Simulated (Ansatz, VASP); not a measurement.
Se: VASP beside Ansatz

File INCAR:

```
  PREC = Accurate
  ENCUT = 520
  EDIFF = 1E-7
  ISMEAR = 0
  SIGMA = 0.1
  LREAL = False
  LASPH = True
  NELM = 60
  ALGO = Normal
  ISIF = 2
  LWAVE = False
  LCHARG = False
  GGA = PE
  NBANDS = 9
```

Contents of KPOINTS:

```
Automatic mesh
0
Gamma
  6 6 6
```

File POSCAR:

```
Se
1.0
   -1.7034486149      1.7034486149      1.7034486149
    1.7034486149     -1.7034486149      1.7034486149
    1.7034486149      1.7034486149     -1.7034486149
Se
1
Direct
    0.0000000000      0.0000000000      0.0000000000
```

Input for Ansatz:

```yaml
crystal:
  lattice:
    - [-1.7034486149, 1.7034486149, 1.7034486149]
    - [1.7034486149, -1.7034486149, 1.7034486149]
    - [1.7034486149, 1.7034486149, -1.7034486149]
  atoms:
    - { symbol: Se, position: [0.0, 0.0, 0.0] }
basis:
  ecutwfc: 420
kpoints:
  mp_grid: { grid: [6, 6, 6] }
hamiltonian:
  xc: pbe
scf:
  occupations: { method: gaussian, width: 0.1 }
output:
  forces: true
  stress: true
  eigenvalues: true
```

This isn't the form of Se at room conditions, which is trigonal, of chains.

Alike in both runs: task single point; functional PBE; k mesh 6 × 6 × 6; occupations gaussian, width 0.1 eV; no spin polarisation.

```csv
,VASP,Ansatz
version,VASP 6.6.1,Ansatz 0.2.0
potentials or method,"VASP PAW PBE potentials, release 64 (Se)","scalar-relativistic, plane waves, PAW"
plane-wave cutoff (eV),520,420
valence electrons in the cell,6,16
```

```csv
,VASP,Ansatz,Ansatz less VASP
gap on the k mesh at the Fermi level (eV),none,none,-
pressure (GPa),1.9,1.9,-0.02
```

A gap of «none» marks a metal or a gap that the smearing closes. The functional is the same, so the differences come from potentials, cutoffs and numerics. The two sets of potentials don't hold the same shells in valence.

Caveats: the k mesh is coarse (spacing up to 0.43 Å⁻¹), so the values aren't converged.
